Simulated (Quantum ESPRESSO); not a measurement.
Runs of Quantum ESPRESSO 7.5 on AlN. The structure is cubic, space group F-43m (No. 216). The conventional cell has a = 4.368 Å, b = 4.368 Å, c = 4.368 Å, α = 90.00°, β = 90.00°, γ = 90.00°. Al (site symmetry -43m) has 4 N at 1.89 Å as nearest neighbours. Around N (site symmetry -43m) lie 4 Al at 1.89 Å. Measurements of this composition are mostly on another form, of space group No. 186.

```tsv
cell	k mesh	mesh quality	gap on the mesh (eV)
as given	4 × 4 × 4	coarse	3.19
volume scaled by 1.04	6 × 6 × 6	not flagged	3.17
volume scaled by 0.88	6 × 6 × 6	coarse	3.24
volume scaled by 0.92	6 × 6 × 6	coarse	(b)
as given	6 × 6 × 6	not flagged	3.19
volume scaled by 0.96	6 × 6 × 6	coarse	(a)
volume scaled by 1.08	6 × 6 × 6	not flagged	3.15
```

Alike in all rows: task single point; level PBEsol; potentials or basis PseudoDojo 0.4.1 SR PBEsol standard; no spin polarisation; cutoff (eV) 1143; smearing fixed.

Question: Estimate the missing entries.

Answer: (a) 3.21; (b) 3.22.

Caveats: some runs use coarse meshes.

A k mesh can miss the band edges.

Runs at the PBE level aren't shown here.
